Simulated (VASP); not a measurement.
## LiBr (strained rocksalt): one PBE single-point calculation in two programs

```
Li Br
1.0
     0.00000    2.72587    2.72587
     2.72587    0.00000    2.72587
     2.72587    2.72587    0.00000
Li Br
1 1
Cartesian
  0.0000 0.0000 0.0000
  2.7259 2.7259 2.7259
```

The two codes use different PAW datasets and cutoffs. VASP's cell holds 10 valence electrons and Ansatz's 10. Ansatz's stress includes a Pulay correction; VASP's doesn't.

Cutoffs: 520 eV in VASP, 420 eV in Ansatz. k meshes: 8×8×8 and 8×8×8.

```json
{"": "gap between bands v and c", "VASP": "5.06 eV", "Ansatz": "5.05 eV"}
{"": "least direct gap", "VASP": "5.07 eV", "Ansatz": "5.06 eV"}
{"": "pressure", "VASP": "0.9 GPa", "Ansatz": "0.9 GPa"}
```

Band v is the last that the valence electrons fill when counted band by band, and c is the next. Levels in eV from the top of v, Ansatz:

```
point    v−1      v     c    c+1
    Γ  -0.01  -0.01  5.05  10.53
    X  -1.20  -1.20  6.27   7.07
    K  -1.93  -0.90  6.65   8.79
    L  -0.28  -0.28  5.63   8.11
    W  -2.24  -1.20  8.10   8.62
```

VASP:

```tsv
point	v−1	v	c	c+1
Γ	-0.01	-0.01	5.06	10.52
X	-1.20	-1.20	6.29	7.06
K	-1.93	-0.90	6.66	8.79
L	-0.28	-0.28	5.63	8.10
W	-2.24	-1.19	8.11	8.62
```
